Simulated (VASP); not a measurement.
# HgTe (P6_3/mmc) in VASP: settings compared

Aim: see how the results for HgTe move with the level of theory and the settings. Levels: PBE, r2SCAN. Tasks: single point.

Everything below comes from runs of VASP 6.6.1. Logs are shortened: lines on timing, memory, paths and dates and some standing lists are left out, and cuts for length are marked.

## Step 1: The crystal as given

It takes space group P6_3/mmc (No. 194, hexagonal). Conventional cell: a = 4.820 Å, b = 4.820 Å, c = 7.196 Å, α = 90.00°, β = 90.00°, γ = 120.00°. Hg (site symmetry -6m2) is surrounded by 3 Te at 2.78 Å. Around Te (site symmetry -6m2) lie 3 Hg at 2.78 Å.

The cell was built by a generator and needn't be a form met in nature.

## Step 2: Single point, PBE

The input, INCAR:

```
SYSTEM = HgTe
ALGO = Normal
EDIFF = 1E-6
ENCUT = 520
GGA = PE
ISIF = 2
ISMEAR = -1
LASPH = .True.
LCHARG = .True.
LELF = .True.
LREAL = .False.
LVHAR = .True.
LWAVE = .False.
NBANDS = 26
NELM = 100
PREC = Accurate
SIGMA = 0.02
```

The input, KPOINTS:

```
k-points
0
Gamma
  6 6 4
  0 0 0
```

The input, POSCAR:

```
HgTe
1.0
    4.8195131645      0.0000000000      0.0000000000
   -2.4097565823      4.1738208343      0.0000000000
    0.0000000000      0.0000000000      7.1962058636
Hg Te
2 2
Direct
    0.3333333333      0.6666666667      0.2500000000
    0.6666666667      0.3333333333      0.7500000000
    0.6666666667      0.3333333333      0.2500000000
    0.3333333333      0.6666666667      0.7500000000
```

Potentials or basis: VASP PAW PBE potentials, release 64 (Hg, Te).

On the command line:

```bash
$ cat potpaw_PBE.64/Hg/POTCAR potpaw_PBE.64/Te/POTCAR > POTCAR
$ mpirun -np 1 vasp_std > vasp.out
```

OUTCAR:

```text
SYSTEM = HgTe
   EDIFF = 1E-6
   ENCUT = 520
   GGA = PE
   ISIF = 2
   ISMEAR = -1
   LASPH = .True.
   LREAL = .False.
   NELM = 100
   PREC = Accurate

 ion  position               nearest neighbor table
   1  0.333  0.667  0.250-   3 2.78   3 2.78   3 2.78   4 3.60   4 3.60
   2  0.667  0.333  0.750-   4 2.78   4 2.78   4 2.78   3 3.60   3 3.60
   3  0.667  0.333  0.250-   1 2.78   1 2.78   1 2.78   2 3.60   2 3.60
   4  0.333  0.667  0.750-   2 2.78   2 2.78   2 2.78   1 3.60   1 3.60

  LATTYP: Found a hexagonal cell.
 ALAT       =     4.8195131645
 C/A-ratio  =     1.4931395803

  Lattice vectors:

 A1 = (   4.8195131645,   0.0000000000,   0.0000000000)
 A2 = (  -2.4097565823,   4.1738208343,   0.0000000000)
 A3 = (   0.0000000000,   0.0000000000,   7.1962058636)

Analysis of symmetry for initial positions (statically):
=====================================================================
 Subroutine PRICEL returns:
 Original cell was already a primitive cell.

 Routine SETGRP: Setting up the symmetry group for a
 hexagonal supercell.

 Subroutine GETGRP returns: Found 24 space group operations
 (whereof 12 operations were pure point group operations)
 out of a pool of 24 trial point group operations.

The static configuration has the point symmetry D_3d.
 The point group associated with its full space group is D_6h.

Analysis of symmetry for dynamics (positions and initial velocities):
=====================================================================
 Subroutine PRICEL returns:
 Original cell was already a primitive cell.

 Routine SETGRP: Setting up the symmetry group for a
 hexagonal supercell.

 Subroutine GETGRP returns: Found 24 space group operations
 (whereof 12 operations were pure point group operations)
 out of a pool of 24 trial point group operations.

The dynamic configuration has the point symmetry D_3d.
 The point group associated with its full space group is D_6h.

 Subroutine INISYM returns: Found 24 space group operations
 (whereof 12 operations are pure point group operations),
 and found     1 'primitive' translations

----------------------------------------------------------------------------------------

                                     Primitive cell

  volume of cell :     144.7573

  direct lattice vectors                    reciprocal lattice vectors
     4.819513165  0.000000000  0.000000000     0.207489837  0.119794313  0.000000000
    -2.409756582  4.173820834  0.000000000     0.000000000  0.239588626  0.000000000
     0.000000000  0.000000000  7.196205864     0.000000000  0.000000000  0.138962117

  length of vectors
     4.819513165  4.819513164  7.196205864     0.239588626  0.239588626  0.138962117

  position of ions in fractional coordinates (direct lattice)
     0.333333333  0.666666667  0.250000000
     0.666666667  0.333333333  0.750000000
     0.666666667  0.333333333  0.250000000
     0.333333333  0.666666667  0.750000000

  ion indices of the primitive-cell ions
   primitive index   ion index
                 1           1
                 2           2
                 3           3
                 4           4

----------------------------------------------------------------------------------------

 KPOINTS: k-points

Automatic generation of k-mesh.
 Grid dimensions read from file:
 generate k-points for:    6    6    4

 Generating k-lattice:

  Cartesian coordinates                     Fractional coordinates (reciprocal lattice)
     0.034581639  0.019965719  0.000000000     0.166666667 -0.000000000  0.000000000
     0.000000000  0.039931438  0.000000000     0.000000000  0.166666667  0.000000000
     0.000000000  0.000000000  0.034740529     0.000000000  0.000000000  0.250000000

  Length of vectors
     0.039931438  0.039931438  0.034740529

  Shift w.r.t. Gamma in fractional coordinates (k-lattice)
     0.000000000  0.000000000  0.000000000

 Subroutine IBZKPT returns following result:
 ===========================================

 Found     21 irreducible k-points:

 Following reciprocal coordinates:
            Coordinates               Weight
  0.000000  0.000000  0.000000      1.000000
  0.166667  0.000000  0.000000      6.000000
  0.333333  0.000000  0.000000      6.000000
  0.500000  0.000000  0.000000      3.000000
  0.166667  0.166667  0.000000      6.000000
  0.333333  0.166667  0.000000     12.000000
[... 13 lines left out ...]
  0.333333  0.166667  0.500000     12.000000
  0.333333  0.333333  0.500000      2.000000
   k-points           NKPTS =     21   k-points in BZ     NKDIM =     21   number of bands    NBANDS=     26
   number of dos      NEDOS =    301   number of ions     NIONS =      4
   total plane-waves  NPLWV =  69984
   dimension x,y,z NGX =    36 NGY =   36 NGZ =   54
   dimension x,y,z NGXF=    72 NGYF=   72 NGZF=  108
   ions per type =               2   2
   NGX,Y,Z   is equivalent  to a cutoff of  12.42, 12.42, 12.48 a.u.
   NGXF,Y,Z  is equivalent  to a cutoff of  24.84, 24.84, 24.95 a.u.
 SYSTEM =  HgTe
   PREC   = accura    normal or accurate (medium, high low for compatibility)
   ISTART =      0    job   : 0-new  1-cont  2-samecut
   ICHARG =      2    charge: 1-file 2-atom 10-const
   ISPIN  =      1    spin polarized calculation?
   LNONCOLLINEAR =      F non collinear calculations
   LSORBIT =      F    spin-orbit coupling
   LASPH  =      T    aspherical Exc in radial PAW
   ENCUT  =  520.0 eV  38.22 Ry    6.18 a.u.   8.96  8.96 13.38*2*pi/ulx,y,z
   NELM   =    100;   NELMIN=  2; NELMDL= -5     # of ELM steps
   EDIFF  = 0.1E-05   stopping-criterion for ELM
   LREAL  =      F    real-space projection
   EDIFFG = 0.1E-04   stopping-criterion for IOM
   NSW    =      0    number of steps for IOM
   IBRION =     -1    ionic relax: 0-MD 1-quasi-New 2-CG
   NFREE  =      0    steps in history (QN), initial steepest desc. (CG)
   ISIF   =      2    stress and relaxation
   ISYM   =      2    0-nonsym 1-usesym 2-fastsym
   POTIM  = 0.5000    time-step for ionic-motion
   TEBEG  =    0.0;   TEEND  =   0.0 temperature during run
   PSTRESS=    0.0 pullay stress
   NELECT =      36.0000    total number of electrons
   NUPDOWN=      -1.0000    fix difference up-down
   EMIN   =  10.00;   EMAX   =-10.00  energy-range for DOS
   EFERMI =   0.00;   METHOD = LEGACY
   ISMEAR =    -1;   SIGMA  =   0.02  broadening in eV -4-tet -1-fermi 0-gaus
   EFERMI_NEDOS =   21; number of points for ismear=-14 and -15
   IALGO  =     38    algorithm
   IMIX   =      4    mixing-type and parameters
     AMIX     =   0.40;   BMIX     =  1.00
     AMIX_MAG =   1.60;   BMIX_MAG =  1.00
  volume/ion in A,a.u.               =      36.19       244.22
  Fermi-wavevector in a.u.,A,eV,Ry     =   1.029506  1.945484 14.420574  1.059882
  Thomas-Fermi vector in A             =   2.163557
   LORBIT       =      0    0 simple, 1 ext, 2 COOP (PROOUT), +10 PAW based schemes
   GGA     = PE    functional components
   LHFCALC =     F    Hartree Fock is set to
   AEXX    =    0.0000 exact exchange contribution
   IVDW    =     0    specifies the selected vdW correction
   LEPSILON=     F    determine dielectric tensor
   LRPA    =     F    only Hartree local field effects (RPA)
 non-spin polarized calculation
  energy-cutoff  :      520.00
  volume of cell :      144.76
 maximum number of plane-waves:      3921
 NGX is ok and might be reduce to    36
   NGX = 17   NGY = 17   NGZ = 27

 number of electron      36.0000002 magnetization

 Free energy of the ion-electron system (eV)
  ---------------------------------------------------
  ext. energy  EPLUGINS =         0.00000000
  ---------------------------------------------------
  free energy    TOTEN  =        -6.70447137 eV

  energy without entropy =       -6.70201244  energy(sigma->0) =       -6.70324191

 E-fermi :   2.1597     XC(G=0):  -8.4340

 val. band max:        2.1301265709   @ k =   0.0000   0.0000   0.0000
 cond. band min:       2.1707866497   @ k =   0.1667   0.0000   0.0000
 fundamental gap:      0.0406600788
 Fermi energy:         2.1596768771

 k-point     1 :       0.0000    0.0000    0.0000
  band No.  band energies     occupation
      1      -9.1567      2.00000
      2      -8.7076      2.00000
      3      -4.8854      2.00000
      4      -4.8854      2.00000
      5      -4.8752      2.00000
      6      -4.8752      2.00000
[... 18 lines left out ...]
     25       8.2657      0.00000
     26       8.7794      0.00000

 k-point     2 :       0.1667    0.0000    0.0000
  band No.  band energies     occupation
      1      -9.0416      2.00000
      2      -8.6315      2.00000
      3      -4.8442      2.00000
      4      -4.8411      2.00000
      5      -4.8239      2.00000
      6      -4.8110      2.00000
[... 18 lines left out ...]
     25       8.2842      0.00000
     26       8.9539      0.00000

 k-point     3 :       0.3333    0.0000    0.0000
  band No.  band energies     occupation
      1      -8.7768      2.00000
      2      -8.4881      2.00000
      3      -4.6916      2.00000
      4      -4.6806      2.00000
      5      -4.6759      2.00000
      6      -4.6709      2.00000
[... 18 lines left out ...]
     25       8.9933      0.00000
     26       9.3125      0.00000

 k-point     4 :       0.5000    0.0000    0.0000
  band No.  band energies     occupation
      1      -8.6090      2.00000
      2      -8.4373      2.00000
      3      -4.6201      2.00000
      4      -4.5936      2.00000
      5      -4.4807      2.00000
      6      -4.4644      2.00000
[... 18 lines left out ...]
     25       9.4108      0.00000
     26       9.4297      0.00000
[... 409 lines left out ...]
      1      -8.6750      2.00000
      2      -8.6750      2.00000
      3      -4.7760      2.00000
      4      -4.7760      2.00000
      5      -4.6913      2.00000
      6      -4.6913      2.00000
[... 18 lines left out ...]
     25       8.9146      0.00000
     26       8.9146      0.00000

 k-point    20 :       0.3333    0.1667    0.5000
  band No.  band energies     occupation
      1      -8.5063      2.00000
      2      -8.5063      2.00000
      3      -4.6393      2.00000
      4      -4.6393      2.00000
      5      -4.5176      2.00000
      6      -4.5176      2.00000
[... 18 lines left out ...]
     25       9.2552      0.00000
     26       9.2552      0.00000

 k-point    21 :       0.3333    0.3333    0.5000
  band No.  band energies     occupation
      1      -8.4475      2.00000
      2      -8.4475      2.00000
      3      -4.5523      2.00000
      4      -4.5523      2.00000
      5      -4.5279      2.00000
      6      -4.5279      2.00000
[... 18 lines left out ...]
     25       8.3905      0.00000
     26       8.3905      0.00000

------------------------ aborting loop because EDIFF is reached ----------------------------------------

  FORCE on cell =-STRESS in cart. coord.  units (eV):
  Direction    XX          YY          ZZ          XY          YZ          ZX
  --------------------------------------------------------------------------------------
  -------------------------------------------------------------------------------------
  Total        1.5570963      1.5570963      0.5133083     -0.0000000     -0.0000000      0.0000000
  in kB       17.2339763     17.2339763      5.6813083     -0.0000000     -0.0000000      0.0000000
  external PRESSURE =      13.3830870 kB  Pullay stress =       0.0000000 kB

 VOLUME and BASIS-vectors are now :
 -----------------------------------------------------------------------------
  energy-cutoff  :      520.00
  volume of cell :      144.76
      direct lattice vectors                 reciprocal lattice vectors
     4.819513165  0.000000000  0.000000000     0.207489837  0.119794313  0.000000000
    -2.409756582  4.173820834  0.000000000     0.000000000  0.239588626  0.000000000
     0.000000000  0.000000000  7.196205864     0.000000000  0.000000000  0.138962117

 POSITION                                       TOTAL-FORCE (eV/Angst)
 -----------------------------------------------------------------------------------
     -0.00000      2.78255      1.79905         0.000000     -0.000000      0.000000
      2.40976      1.39127      5.39715        -0.000000      0.000000     -0.000000
      2.40976      1.39127      1.79905        -0.000000     -0.000000      0.000000
     -0.00000      2.78255      5.39715         0.000000     -0.000000      0.000000
 -----------------------------------------------------------------------------------
    total drift:                               -0.000000      0.000000      0.000000

  FREE ENERGIE OF THE ION-ELECTRON SYSTEM (eV)
  ---------------------------------------------------
  free  energy   TOTEN  =        -6.7044713698 eV

  energy  without entropy=       -6.7020124406  energy(sigma->0) =       -6.70324191
```

Run time: 28 s. Hardware: 1 thread of Intel Xeon 6975P-C (Granite Rapids), shared host; peak memory 0.28 GiB.

What came out:

| Quantity | Value |
| --- | --- |
| Free energy | -6.7045 eV |
| Pressure | 1.3 GPa |
| Band gap on the k mesh | none (metal or under the smearing width) |

Stress tensor (GPa, compression positive):
```
1.72 0.00 0.00
0.00 1.72 0.00
0.00 0.00 0.57
```

Caveat: this functional lacks dispersion, which binds the layers, so the pressure and a relaxed spacing across them are unreliable. Spin-orbit coupling is left out, which matters for the levels of Hg, Te.

## Step 3: Single point, r2SCAN

POSCAR is that of step 2.

The input, INCAR.step1:

```
ALGO     = Normal         # electronic algorithm
EDIFF    = 1E-4           # SCF threshold, eV
ENCUT    = 520            # plane-wave cutoff, eV
GGA      = PE             # functional
ISMEAR   = -1             # smearing method
LASPH    = T              # aspherical terms in the spheres
LCHARG   = F              # write CHGCAR
LREAL    = F              # projectors in reciprocal space
LWAVE    = T              # write WAVECAR
NBANDS   = 26             # bands
NELM     = 100            # most SCF steps
PREC     = Accurate       # precision mode
SIGMA    = 0.02           # smearing width, eV
```

The input, INCAR.step2:

```
ALGO     = Normal         # electronic algorithm
EDIFF    = 1E-6           # SCF threshold, eV
ENCUT    = 520            # plane-wave cutoff, eV
ISIF     = 2              # what is computed and relaxed
ISMEAR   = -1             # smearing method
ISTART   = 1            
LASPH    = T              # aspherical terms in the spheres
LCHARG   = F              # write CHGCAR
LMIXTAU  = T            
LREAL    = F              # projectors in reciprocal space
LWAVE    = F              # write WAVECAR
METAGGA  = R2SCAN         # meta-GGA
NBANDS   = 26             # bands
NELM     = 100            # most SCF steps
PREC     = Accurate       # precision mode
SIGMA    = 0.02           # smearing width, eV
```

The input, KPOINTS:

```
k-points
0
Gamma
  6 6 4
```

Potentials or basis: VASP PAW PBE potentials, release 64 (Hg, Te).

On the command line:

```bash
$ cat potpaw_PBE.64/Hg/POTCAR potpaw_PBE.64/Te/POTCAR > POTCAR
$ cp INCAR.step1 INCAR
$ mpirun -np 1 vasp_std > vasp.out
$ cp INCAR.step2 INCAR
$ mpirun -np 1 vasp_std > vasp.out
```

Wall time 91 s (1 thread of Intel Xeon 6975P-C (Granite Rapids), shared host); peak memory 0.31 GiB.

It converged, with:

| Property | Result |
| --- | --- |
| Free energy | -149.7459 eV |
| Pressure | 0.1 GPa |
| Band gap on the k mesh | none (metal or under the smearing width) |

Stress tensor (GPa, compression positive):
```
0.13 0.00 0.00
0.00 0.13 0.00
0.00 0.00 0.02
```

Levels at points of the mesh, in eV from the Fermi level:
| k point | band 14 | band 15 | band 16 | band 17 | band 18 | band 19 | band 20 | band 21 | band 22 | band 23 |
| --- | --- | --- | --- | --- | --- | --- | --- | --- | --- | --- |
| (0.00, 0.00, 0.00) | -1.18 | -0.66 | -0.66 | -0.38 | -0.02 | -0.02 | 0.04 | 4.71 | 4.71 | 5.78 |
| (0.50, 0.00, 0.00) | -4.62 | -2.12 | -1.75 | -1.33 | -0.65 | 1.30 | 2.45 | 4.70 | 6.50 | 7.09 |
| (0.00, 0.00, 0.50) | -2.00 | -0.34 | -0.34 | -0.34 | -0.34 | 0.08 | 0.08 | 5.04 | 5.04 | 5.04 |
| (0.50, 0.00, 0.50) | -5.00 | -1.74 | -1.74 | -0.35 | -0.35 | 2.00 | 2.00 | 3.73 | 3.73 | 7.23 |

Caveat: the PAW data sets were made with another functional, which shifts forces and pressure a little.
